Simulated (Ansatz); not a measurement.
The system is TaN.

```
Ta N
1.0
     0.00000    2.21132    2.21132
     2.21132    0.00000    2.21132
     2.21132    2.21132    0.00000
Ta N
1 1
Direct
  0.50000 0.50000 0.50000
  0.00000 0.00000 0.00000
```

The cell comes from a database or a generator and needn't be the stable form of this composition.

Base run:

```yaml
Program: Ansatz 0.2.0
Functional: r2SCAN
Potentials_or_basis: Ansatz PAW
Cutoff: "500 eV (not typed: the program's choice for these potentials)"
k_mesh: 10 × 10 × 10
Occupations: fermi-dirac, width 0.05 eV
Spin: no spin polarisation
```

Its results: band gap on the k mesh none (metal or under the smearing width); pressure -6.2 GPa.

**Question.** The run is repeated on the same cell with these changes: functional from r2SCAN to PBEsol; cutoff from 500 eV (not typed: the program's choice for these potentials) to 420 eV (not typed: the program's choice for these potentials). What comes out?

**Answer.** Band gap on the k mesh none (metal or under the smearing width); pressure -10.7 GPa.

Caveats: spin-orbit coupling is left out, which moves the levels of the heavy elements; the PAW data sets come from PBE, with cores solved anew for the run's functional, which leaves a small shift of forces and pressure.
